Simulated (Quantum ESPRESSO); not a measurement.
Crystal: Fe.

```
Fe
1.0
     0.00000    1.94174    1.96511
     1.49844    0.00000    1.96511
     1.49844    1.94174    0.00000
Fe
1
Direct
  0.00000 0.00000 0.00000
```

Base run:

```yaml
Program: Quantum ESPRESSO 7.5
Functional: PBEsol
Potentials_or_basis: GBRV 1.5 PBEsol
Cutoff: 762 eV
Density_cutoff: 6095 eV
k_mesh: 13 × 13 × 13
Occupations: fermi-dirac, width 0.05 eV
Spin: collinear spin, ferromagnetic start
Starting_moments: "[3.0] μB"
Hubbard_terms: Fe d U = 4 eV
```

Its results: band gap on the k mesh none (metal or under the smearing width); pressure 17.7 GPa; net moment 2.87 μB per cell; site moments Fe +2.99 μB.

Task: The run is repeated on the same cell with these changes: hubbard terms from Fe d U = 4 eV to Fe d U = 2 eV. What comes out?

Result: Band gap on the k mesh none (metal or under the smearing width); pressure 5.6 GPa; net moment 2.68 μB per cell; site moments Fe +2.76 μB.

Caveats: the U is typed as a test and isn't derived for this compound.
